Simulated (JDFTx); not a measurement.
The system is Cl.

```xyz
4
Lattice="3.1450 -2.2500 0.0000 3.1450 2.2500 0.0000 0.0000 0.0000 8.2100" Properties=species:S:1:pos:R:3 pbc="T T T"
Cl    3.1450    0.5850    3.2840
Cl    3.1450    1.6650    7.3890
Cl    3.1450   -0.5850    4.9260
Cl    3.1450   -1.6650    0.8210
```

Base run:

* Program: JDFTx 1.7.0 (patched build)
* Functional: LDA
* Potentials or basis: PseudoDojo-SR-LDA-0.4.1-standard
* Cutoff: 762 eV
* Density cutoff: 6095 eV
* k mesh: 7 × 7 × 4
* Occupations: fermi-dirac, width 0.05 eV
* Spin: no spin polarisation

Its results: band gap on the k mesh 2.32 eV, indirect (least direct gap 2.37 eV); pressure -2.5 GPa; largest force 0.206 eV/Å.

Question: The run is repeated on the same cell with these changes: functional from LDA to PBEsol; potentials or basis from PseudoDojo-SR-LDA-0.4.1-standard to PseudoDojo-SR-PBEsol-0.4.1-standard; cutoff from 762 eV to 789 eV; density cutoff from 6095 eV to 6313 eV. What comes out?

Answer: Band gap on the k mesh 2.41 eV, indirect (least direct gap 2.46 eV); pressure -0.9 GPa; largest force 0.173 eV/Å.

Caveats: the empty levels aren't tightly converged; an odd mesh through Γ misses points on the zone boundary, where band edges often lie.

Not every run made on this cell is shown here.
